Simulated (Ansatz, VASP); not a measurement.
Given: the input of a run of Ansatz 0.2.0 on C (Carbon). 

input.yaml

```yaml
crystal:
  lattice:
    - [2.5221, 0.0, 0.0]
    - [-1.26105, 2.1842026709, 0.0]
    - [0.0, 0.0, 8.2371]
  atoms:
    - { symbol: C, position: [0.6666666667, 0.3333333333, 0.84375] }
    - { symbol: C, position: [0.3333333333, 0.6666666667, 0.34375] }
    - { symbol: C, position: [0.6666666667, 0.3333333333, 0.65625] }
    - { symbol: C, position: [0.3333333333, 0.6666666667, 0.15625] }
    - { symbol: C, position: [0.0, 0.0, 0.90625] }
    - { symbol: C, position: [0.0, 0.0, 0.40625] }
    - { symbol: C, position: [0.0, 0.0, 0.59375] }
    - { symbol: C, position: [0.0, 0.0, 0.09375] }
hamiltonian:
  xc: pbesol
  pseudopotentials: { kind: paw }
  dispersion: d4
kpoints:
  mp_grid: { grid: [12, 12, 4] }
scf:
  occupations: { method: fermi_dirac, width: 0.05 }
output:
  forces: true
  stress: true
relax:
  f_tol: 0.01
  max_steps: 40
  cell: { stress_tol: 0.05 }
```

Potentials or basis: Ansatz PAW.

Run with:

```sh
$ ansatz run input.yaml --threads 4 --pin off --max-ram 11264MiB --backend cpu --events-out ev --progress --plain --runs-dir out
```

Question: Set up the same calculation for VASP 6.6.1. Potentials or basis there: PBE PAW files C, 600 eV.

Answer: As run (cutoffs and basis follow the program's own potentials, and thresholds, step limits or extra output files can differ):

The input INCAR:

```
SYSTEM = C
PREC = Accurate
ENCUT = 600
EDIFF = 1E-6
ISMEAR = -1
SIGMA = 0.05
LREAL = .FALSE.
LASPH = .TRUE.
NELM = 80
ALGO = Fast
ISIF = 3
LWAVE = .FALSE.
LCHARG = .FALSE.
GGA = PS
IVDW = 13
IBRION = 2
NSW = 40
EDIFFG = -0.02
```

The input KPOINTS:

```
Automatic mesh
0
G
  12 12 4
  0 0 0
```

File POSCAR:

```
C
1.0
    2.5221000000      0.0000000000      0.0000000000
   -1.2610500000      2.1842026709      0.0000000000
    0.0000000000      0.0000000000      8.2371000000
C
8
Direct
    0.6666666667      0.3333333333      0.8437500000
    0.3333333333      0.6666666667      0.3437500000
    0.6666666667      0.3333333333      0.6562500000
    0.3333333333      0.6666666667      0.1562500000
    0.0000000000      0.0000000000      0.9062500000
    0.0000000000      0.0000000000      0.4062500000
    0.0000000000      0.0000000000      0.5937500000
    0.0000000000      0.0000000000      0.0937500000
```

Potentials or basis: VASP PAW PBE potentials, release 64 (C).

Run with:

```sh
$ cat potpaw_PBE.64/C/POTCAR > POTCAR
$ mpirun -np 1 vasp_std > vasp.out
```

Both were run:

|  | Ansatz | VASP |
| --- | --- | --- |
| Relaxed volume | 5.58 Å³/atom | 5.58 Å³/atom |
| Relaxed cell | a = 2.500 Å, b = 2.500 Å, c = 8.246 Å, α = 90.00°, β = 90.00°, γ = 120.00° | a = 2.500 Å, b = 2.500 Å, c = 8.248 Å, α = 90.00°, β = 90.00°, γ = 120.00° |
| Space group after relaxing | P6_3/mmc (No. 194) | P6_3/mmc (No. 194) |
| Pressure after relaxing | 0.0 GPa | 0.1 GPa |

Ansatz's pressure holds a Pulay term of +1.04 GPa for its cutoff of 420 eV, which the other run lacks.

Ansatz's potentials were made for PBE. VASP's potentials were made for PBE.

Where Ansatz's input types no cutoff or centring, it takes its own default and a Γ-centred mesh.

Pressure is positive in compression.
